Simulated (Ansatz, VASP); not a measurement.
**I in VASP and in Ansatz**

File INCAR:

```
SYSTEM = I
ALGO = Normal
EDIFF = 1E-7
ENCUT = 520
GGA = PE
ISIF = 2
ISMEAR = -1
LASPH = .True.
LCHARG = .True.
LELF = .True.
LREAL = .False.
LVHAR = .True.
LWAVE = .False.
NBANDS = 10
NELM = 100
PREC = Accurate
SIGMA = 0.05
```

Contents of KPOINTS:

```
k-points
0
Gamma
  9 9 9
  0 0 0
```

The input POSCAR:

```
I
1.0
    0.0000000000      2.3656004428      3.9098401324
    2.1922454667      0.0000000000      3.9098401324
    2.1922454667      2.3656004428      0.0000000000
I
1
Direct
    0.0000000000      0.0000000000      0.0000000000
```

File input.yaml:

```yaml
crystal:
  lattice:
    - [0.0, 2.3656004428, 3.9098401324]
    - [2.1922454667, 0.0, 3.9098401324]
    - [2.1922454667, 2.3656004428, 0.0]
  atoms:
    - { symbol: I, position: [0.0, 0.0, 0.0] }
hamiltonian:
  xc: pbe
  pseudopotentials: { kind: paw }
kpoints:
  mp_grid: { grid: [9, 9, 9] }
scf:
  occupations: { method: fermi_dirac, width: 0.05 }
output:
  forces: true
  stress: true
  eigenvalues: true
```

Alike in both runs: task single point; functional PBE; k mesh 9 × 9 × 9; occupations fermi-dirac, width 0.05 eV; no spin polarisation.

```csv
,VASP,Ansatz
version,VASP 6.6.1,Ansatz 0.2.0
potentials or method,"VASP PAW PBE potentials, release 64 (I)",Ansatz PAW
plane-wave cutoff (eV),520,420
valence electrons in the cell,7,17
```

Ansatz gave:

| Item | Value |
| --- | --- |
| gap on the k mesh at the Fermi level (eV) | none |
| pressure (GPa) | 0.5 |
| largest component of the traceless stress (GPa) | 0.31 |

Question: Estimate VASP's values.

Answer: gap on the k mesh at the Fermi level (eV): none; pressure (GPa): 0.4; largest component of the traceless stress (GPa): 0.35.

A gap of «none» marks a metal or a gap that the smearing closes. The two sets of potentials don't hold the same shells in valence.

Caveats: an odd number of electrons without spin polarisation forces a metal; a magnetic or distorted state may lie lower. The runs have no spin-orbit coupling, so splittings on I are missing.
